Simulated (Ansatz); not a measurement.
Reaction (substitution at a C–C bond): `C=CCCC(=O)OCC` + CH₃OH → `CCOC(=O)OC` + `C=CCC`

Calculated with Ansatz (gas phase, PBE0-D4/def2-TZVP geometries, no zero-point term in ΔE). CCSD(T)/CBS is the MP2 limit (def2-TZVPP, def2-QZVPP) plus CCSD(T) − MP2 in def2-TZVPP, frozen cores. This one scheme is used for every species. Functionals use def2-TZVPP. B3LYP here is the variant with VWN-RPA as its local correlation; programs differ in this. Each species was taken in one conformer, which may not be the lowest.

| level | ΔE (kJ/mol) |
| --- | --- |
| B3LYP-D4 | -28.5 |
| ωB97M-V | -27.6 |
| MP2/def2-TZVPP | -23.0 |
| SCS-MP2/def2-QZVPP | -22.8 |

(1) What does CCSD(T)/CBS give? (An estimate is asked.)

Largest T1 diagnostic among the species: 0.013.

Results:

(1) The calculation gave: -21.0 kJ/mol. The listed levels differ from it by -7.5, -6.6, -2.0, -1.8 kJ/mol.

The D4 term adds +5.2 kJ/mol with B3LYP and +3.3 kJ/mol with PBE0; it sums over pairs of atoms, weighted by their polarisabilities, and B3LYP, whose exchange is more repulsive, gets the larger term. In def2-TZVPP, CCSD(T) changes the Hartree–Fock value by +16.7 kJ/mol (the triples alone add +1.2 kJ/mol) and MP2 by +18.3 kJ/mol.

CCSD(T)/CBS has its own doubt, a few kJ/mol and more with outer-core shells, so smaller differences from it don't rank the levels.
